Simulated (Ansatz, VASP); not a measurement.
Two plane-wave programs on Nb

INCAR

```
SYSTEM = Nb
PREC = Accurate
ENCUT = 520
EDIFF = 1E-7
ISMEAR = -1
SIGMA = 0.1
LREAL = .FALSE.
LASPH = .TRUE.
NELM = 100
ALGO = Normal
ISIF = 2
LWAVE = .FALSE.
LCHARG = .TRUE.
GGA = PE
LELF = .TRUE.
LVHAR = .TRUE.
NBANDS = 12
```

File KPOINTS:

```
Automatic mesh
0
G
  16 16 16
  0 0 0
```

The input POSCAR:

```
Nb
1.0
    2.0544737014      0.0000000000      0.0000000000
    0.0000000000      2.0544737014      0.0000000000
    0.0000000000      0.0000000000      2.0544737014
Nb
1
Direct
    0.0000000000      0.0000000000      0.0000000000
```

Input for Ansatz:

```yaml
crystal:
  lattice:
    - [2.0544737014, 0.0, 0.0]
    - [0.0, 2.0544737014, 0.0]
    - [0.0, 0.0, 2.0544737014]
  atoms:
    - { symbol: Nb, position: [0.0, 0.0, 0.0] }
kpoints:
  mp_grid: { grid: [16, 16, 16] }
  band_path:
    path:
      - [0.0, 0.0, 0.0]
      - [0.0, 0.5, 0.0]
      - [0.5, 0.5, 0.0]
      - [0.0, 0.0, 0.0]
      - [0.5, 0.5, 0.5]
      - [0.0, 0.5, 0.0]
      - [0.5, 0.5, 0.5]
      - [0.5, 0.5, 0.0]
    npoints: 8
scf:
  occupations: { method: fermi_dirac, width: 0.1 }
hamiltonian:
  xc: pbe
  pseudopotentials: { kind: paw }
output:
  forces: true
  stress: true
  eigenvalues: true
  populations: true
  dos: { projected: true, de: 0.2, e_range: [-14, 8] }
```

Change from the starting cell: volume scaled by 0.43, PAW files.

Alike in both runs: task single point; functional PBE; k mesh 16 × 16 × 16; occupations fermi-dirac, width 0.1 eV; no spin polarisation.

```csv
,VASP,Ansatz
version,VASP 6.6.1,Ansatz 0.2.0
potentials or method,"VASP PAW PBE potentials, release 64 (Nb_sv)","PAW with Ansatz's default frozen-core files, scalar-relativistic"
plane-wave cutoff (eV),520,420
valence electrons in the cell,13,13
```

```tsv
	VASP	Ansatz	Ansatz less VASP
pressure (GPa)	587.4	585.7	-1.64
```

Caveats: the cell as given lies far from equilibrium; so large a pressure means that the cell lies far from this level's equilibrium, or that cutoff or potentials fall short (VASP).
